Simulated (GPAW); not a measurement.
# Pt (Fm-3m) in GPAW: further runs, part 2 of 3

GPAW 26.7.0.

## 3. Relaxation of cell and atoms, BLYP+D3(BJ), target pressure 10 GPa, at which the enthalpy is minimised

Contents of run.py:

```python
from ase import Atoms
from ase.calculators.mixing import SumCalculator
from ase.filters import FrechetCellFilter
from ase.io import write
from ase.optimize import BFGS
from ase.units import GPa
from dftd3.ase import DFTD3
from gpaw import GPAW, PW, setup_paths

setup_paths.insert(0, '.')

atoms = Atoms(['Pt'],
              cell=[[0.0, 1.9609, 1.9609],
                    [1.9609, 0.0, 1.9609],
                    [1.9609, 1.9609, 0.0]],
              scaled_positions=[[0.0, 0.0, 0.0]],
              pbc=True)

calc = GPAW(mode=PW(600),
            xc='BLYP',
            kpts={'size': (12, 12, 12), 'gamma': True},
            occupations={'name': 'fermi-dirac', 'width': 0.05},
            nbands=17,
            convergence={'density': 1e-05, 'forces': 0.0001},
            eigensolver='davidson',
            maxiter=150,
            txt='gpaw.txt')
atoms.calc = SumCalculator([calc, DFTD3(method='blyp', damping='d3bj')])
opt = BFGS(FrechetCellFilter(atoms, scalar_pressure=10 * GPa), trajectory='relax.traj', logfile='-')
done = opt.run(fmax=0.02, steps=100)
calc.write('gs.gpw')
write('result.traj', atoms)
print('Converged:', done)
print('Cell:', atoms.cell.cellpar().round(4))
print('Volume:', round(atoms.get_volume(), 4))
print(atoms.get_scaled_positions().round(5))
```

Potentials or basis: PAW data sets generated in the run's folder for this functional, pw.

The run is started by

```bash
$ gpaw-setup -f BLYP Pt
$ OMP_NUM_THREADS=1 python run.py
```

gpaw.txt:

```text
__  _  _
 | _ |_)|_||  |
 |__||  | ||/\| - 26.7.0

Input parameters:
  mode=PW(ecut=600.0),
  convergence={'density': 1e-05, 'forces': 0.0001},
  eigensolver=Davidson(niter=2),
  kpts=MonkhorstPack(size=(12, 12, 12), gamma=True),
  maxiter=150,
  nbands=17,
  occupations=Occupations(name='fermi-dirac', width=0.05),
  xc=XC(name='BLYP')

Diagonalizing LCAO Hamiltonian
Converting LCAO to pw mode

       Pt

Atoms  # Å, Bohr magnetons
|   | symbol |        x |        y |        z |    initial magnetic moments |
|---|--------|----------|----------|----------|-----------------------------|
| 0 |     Pt | 0.000000 | 0.000000 | 0.000000 | ( 0.0000,  0.0000,  0.0000) |

Unit cell  # Å
| periodic |        x |        y |        z |  lengths |    angles |
|----------|----------|----------|----------|----------|-----------|
|      yes | 0.000000 | 1.960900 | 1.960900 | 2.773131 | 60.000000 |
|      yes | 1.960900 | 0.000000 | 1.960900 | 2.773131 | 60.000000 |
|      yes | 1.960900 | 1.960900 | 0.000000 | 2.773131 | 60.000000 |

Number of symmetries: 48
Symmetry operations  # r_c * U_cc + t_c -> r_c
|    | kind |            matrix            |
|----|------|------------------------------|
|  0 |  σ   |  1, 0, 0,  1, 0,-1,  1,-1, 0 |
|  1 |  C2  |  1, 0, 0,  1,-1, 0,  1, 0,-1 |
|  2 |  E   |  1, 0, 0,  0, 1, 0,  0, 0, 1 |
|  3 |  σ   |  1, 0, 0,  0, 0, 1,  0, 1, 0 |
|  4 |  C4  |  1, 0,-1,  1, 0, 0,  1,-1, 0 |
|  5 |  S6  |  1, 0,-1,  1,-1, 0,  1, 0, 0 |
|  6 |  σ   |  1, 0,-1,  0, 1,-1,  0, 0,-1 |
|  7 |  C3  |  1, 0,-1,  0, 0,-1,  0, 1,-1 |
|  8 |  S6  |  1,-1, 0,  1, 0, 0,  1, 0,-1 |
[... 141 lines left out ...]
convergence criteria:
- Maximum integral of absolute [dens]ity change: 1e-05 electrons / valence electron
- Maximum change in the atomic [forces] across last 2 cycles: 0.0001 eV/Ang OR
Maximum error relative to the maximum force is below inf
- Maximum [total energy] change in last 3 cyles: 0.0005 eV / valence electron
- Maximum integral of absolute [eigenst]ate change: 4e-08 eV^2 / valence electron
maximum number of iterations: 150

SCF iterations
|iter     | |      energy | eigst |  dens |force |
|---------|-|-------------|-------|-------|------|
|iter:   1| |   -5.620375 | +0.07 |       |      |
|iter:   2| |   -5.557458 | -2.03 | -1.28 |      |
|iter:   3| |   -5.287115 | -2.26 | -1.32 |      |
|iter:   4| |   -5.277013 | -3.86 | -2.14 |      |
|iter:   5| |   -5.274772 | -3.70 | -2.55 |      |
|iter:   6| |   -5.274808c| -4.78 | -3.55 |      |
|iter:   7| |   -5.274799c| -5.93 | -3.87 |      |
|iter:   8| |   -5.274799c| -7.48c| -4.49 |      |
|iter:   9| |   -5.274799c| -8.52c| -5.71c|      |
|iter:  10| |   -5.274799c| -9.68c| -6.00c|-23.00c|

Converged in 10 steps
Energy contributions relative to reference atoms: (reference = -500402.477562)

Energy contributions:
  Kinetic:           6.469745
  Coulomb:          -6.815635
  Zero:             -0.609427
  External:          0.000000
  Xc:               -4.311935
  Entropy:          -0.015096
  Spinorbit:         0.000000
  ----------------------------
  Free energy:      -5.282347
  Extrapolated:     -5.274799
[... 28 lines left out ...]
Stress tensor  # eV/Ang^3
|         x |         y |         z |
|-----------|-----------|-----------|
| -0.151303 | -0.000000 | -0.000000 |
| -0.000000 | -0.151303 | -0.000000 |
| -0.000000 | -0.000000 | -0.151303 |

Forces  # eV/Ang
|       x |        y |       z |
|---------|----------|---------|
| 0.00000 | -0.00000 | 0.00000 |  # Pt   0

Interpolating wave functions to new cell

       Pt

Atoms  # Å, Bohr magnetons
|   | symbol |        x |         y |        z |    initial magnetic moments |
|---|--------|----------|-----------|----------|-----------------------------|
| 0 |     Pt | 0.000000 | -0.000000 | 0.000000 | ( 0.0000,  0.0000,  0.0000) |

Unit cell  # Å
| periodic |        x |        y |        z |  lengths |    angles |
|----------|----------|----------|----------|----------|-----------|
|      yes | 0.000000 | 1.945066 | 1.945066 | 2.750739 | 60.000000 |
|      yes | 1.945066 | 0.000000 | 1.945066 | 2.750739 | 60.000000 |
|      yes | 1.945066 | 1.945066 | 0.000000 | 2.750739 | 60.000000 |

Number of symmetries: 48
Symmetry operations  # r_c * U_cc + t_c -> r_c
|    | kind |            matrix            |
|----|------|------------------------------|
|  0 |  σ   |  1, 0, 0,  1, 0,-1,  1,-1, 0 |
|  1 |  C2  |  1, 0, 0,  1,-1, 0,  1, 0,-1 |
|  2 |  E   |  1, 0, 0,  0, 1, 0,  0, 0, 1 |
|  3 |  σ   |  1, 0, 0,  0, 0, 1,  0, 1, 0 |
|  4 |  C4  |  1, 0,-1,  1, 0, 0,  1,-1, 0 |
|  5 |  S6  |  1, 0,-1,  1,-1, 0,  1, 0, 0 |
|  6 |  σ   |  1, 0,-1,  0, 1,-1,  0, 0,-1 |
|  7 |  C3  |  1, 0,-1,  0, 0,-1,  0, 1,-1 |
|  8 |  S6  |  1,-1, 0,  1, 0, 0,  1, 0,-1 |
[... 141 lines left out ...]
convergence criteria:
- Maximum integral of absolute [dens]ity change: 1e-05 electrons / valence electron
- Maximum change in the atomic [forces] across last 2 cycles: 0.0001 eV/Ang OR
Maximum error relative to the maximum force is below inf
- Maximum [total energy] change in last 3 cyles: 0.0005 eV / valence electron
- Maximum integral of absolute [eigenst]ate change: 4e-08 eV^2 / valence electron
maximum number of iterations: 150

SCF iterations
|iter     | |      energy | eigst |  dens |force |
|---------|-|-------------|-------|-------|------|
|iter:   1| |   -5.232048 |       |       |      |
|iter:   2| |   -5.227013 | -4.63 | -1.81 |      |
|iter:   3| |   -5.209732 | -3.61 | -1.86 |      |
|iter:   4| |   -5.210429 | -4.69 | -2.73 |      |
|iter:   5| |   -5.210873c| -4.49 | -3.01 |      |
|iter:   6| |   -5.210873c| -6.27 | -3.99 |      |
|iter:   7| |   -5.210873c| -7.23 | -4.23 |      |
|iter:   8| |   -5.210873c| -9.26c| -5.65c|      |
|iter:   9| |   -5.210873c|-10.43c| -5.96c|-24.91c|

Converged in 9 steps
Energy contributions relative to reference atoms: (reference = -500402.477562)

Energy contributions:
  Kinetic:           9.906506
  Coulomb:          -9.779255
  Zero:             -0.617965
  External:          0.000000
  Xc:               -4.712811
  Entropy:          -0.014694
  Spinorbit:         0.000000
  ----------------------------
  Free energy:      -5.218220
  Extrapolated:     -5.210873
[... 28 lines left out ...]
Stress tensor  # eV/Ang^3
|         x |         y |         z |
|-----------|-----------|-----------|
| -0.202726 |  0.000000 |  0.000000 |
|  0.000000 | -0.202726 |  0.000000 |
|  0.000000 |  0.000000 | -0.202726 |

Forces  # eV/Ang
|       x |       y |        z |
|---------|---------|----------|
| 0.00000 | 0.00000 | -0.00000 |  # Pt   0

Interpolating wave functions to new cell

       Pt

Atoms  # Å, Bohr magnetons
|   | symbol |        x |        y |        z |    initial magnetic moments |
|---|--------|----------|----------|----------|-----------------------------|
| 0 |     Pt | 0.000000 | 0.000000 | 0.000000 | ( 0.0000,  0.0000,  0.0000) |

Unit cell  # Å
| periodic |        x |        y |        z |  lengths |    angles |
|----------|----------|----------|----------|----------|-----------|
|      yes | 0.000000 | 1.947565 | 1.947565 | 2.754273 | 60.000000 |
|      yes | 1.947565 | 0.000000 | 1.947565 | 2.754273 | 60.000000 |
|      yes | 1.947565 | 1.947565 | 0.000000 | 2.754273 | 60.000000 |

Number of symmetries: 48
Symmetry operations  # r_c * U_cc + t_c -> r_c
|    | kind |            matrix            |
|----|------|------------------------------|
|  0 |  σ   |  1, 0, 0,  1, 0,-1,  1,-1, 0 |
|  1 |  C2  |  1, 0, 0,  1,-1, 0,  1, 0,-1 |
|  2 |  E   |  1, 0, 0,  0, 1, 0,  0, 0, 1 |
|  3 |  σ   |  1, 0, 0,  0, 0, 1,  0, 1, 0 |
|  4 |  C4  |  1, 0,-1,  1, 0, 0,  1,-1, 0 |
|  5 |  S6  |  1, 0,-1,  1,-1, 0,  1, 0, 0 |
|  6 |  σ   |  1, 0,-1,  0, 1,-1,  0, 0,-1 |
|  7 |  C3  |  1, 0,-1,  0, 0,-1,  0, 1,-1 |
|  8 |  S6  |  1,-1, 0,  1, 0, 0,  1, 0,-1 |
[... 141 lines left out ...]
convergence criteria:
- Maximum integral of absolute [dens]ity change: 1e-05 electrons / valence electron
- Maximum change in the atomic [forces] across last 2 cycles: 0.0001 eV/Ang OR
Maximum error relative to the maximum force is below inf
- Maximum [total energy] change in last 3 cyles: 0.0005 eV / valence electron
- Maximum integral of absolute [eigenst]ate change: 4e-08 eV^2 / valence electron
maximum number of iterations: 150

SCF iterations
|iter     | |      energy | eigst |  dens |force |
|---------|-|-------------|-------|-------|------|
|iter:   1| |   -5.222674 |       |       |      |
|iter:   2| |   -5.222550 | -6.05 | -2.62 |      |
|iter:   3| |   -5.222121c| -5.21 | -2.67 |      |
|iter:   4| |   -5.222137c| -6.33 | -3.54 |      |
|iter:   5| |   -5.222146c| -6.09 | -3.80 |      |
|iter:   6| |   -5.222146c| -7.88c| -4.80 |      |
|iter:   7| |   -5.222146c| -8.84c| -5.02c|      |
|iter:   8| |   -5.222146c|-10.93c| -6.46c|-23.85c|

Converged in 8 steps
Energy contributions relative to reference atoms: (reference = -500402.477562)

Energy contributions:
  Kinetic:           9.344022
  Coulomb:          -9.294557
  Zero:             -0.616522
  External:          0.000000
  Xc:               -4.647713
  Entropy:          -0.014753
  Spinorbit:         0.000000
  ----------------------------
  Free energy:      -5.229523
  Extrapolated:     -5.222146
[... 28 lines left out ...]
Stress tensor  # eV/Ang^3
|         x |         y |         z |
|-----------|-----------|-----------|
| -0.194179 | -0.000000 | -0.000000 |
| -0.000000 | -0.194179 |  0.000000 |
| -0.000000 |  0.000000 | -0.194179 |

Forces  # eV/Ang
|       x |        y |        z |
|---------|----------|----------|
| 0.00000 | -0.00000 | -0.00000 |  # Pt   0

# Writing to gs.gpw (mode='')
```

Wall time 29 s (1 thread of Arm Neoverse V1, shared host); peak memory 0.17 GiB.

Results:

- Free energy: -7.0839 eV
- Relaxed volume: 14.77 Å³/atom
- Relaxed cell: a = 2.754 Å, b = 2.754 Å, c = 2.754 Å, α = 60.00°, β = 60.00°, γ = 60.00°
- Space group after relaxing (to 0.05 Å): Fm-3m (No. 225)
- Energy change on relaxing (the enthalpy is what falls): +13.2 meV/atom
- Ionic steps: 3
- Pressure after relaxing: 10.0 GPa
- Band gap on the k mesh: none (metal or under the smearing width)
- Dispersion energy per atom: -1.854 eV

Step by step:
| step | energy change (eV) | largest force (eV/Å) | pressure (GPa) | volume (Å³) |
| --- | --- | --- | --- | --- |
| 1 | 0.0000 | 0.0000 | 3.97 | 15.08 |
| 2 | 0.0169 | 0.0000 | 11.16 | 14.72 |
| 3 | 0.0132 | 0.0000 | 9.96 | 14.77 |

Final structure:
```xyz
1
Lattice="0.0000 1.9476 1.9476 1.9476 0.0000 1.9476 1.9476 1.9476 0.0000" Properties=species:S:1:pos:R:3 pbc="T T T"
Pt    0.0000    0.0000    0.0000
```

Caveat: later steps reuse the first step's grids; pairwise dispersion overbinds metals, which lowers pressure and volume. Spin-orbit coupling is left out, which matters for the levels of Pt.

(Part 2 of 3 ends here.)
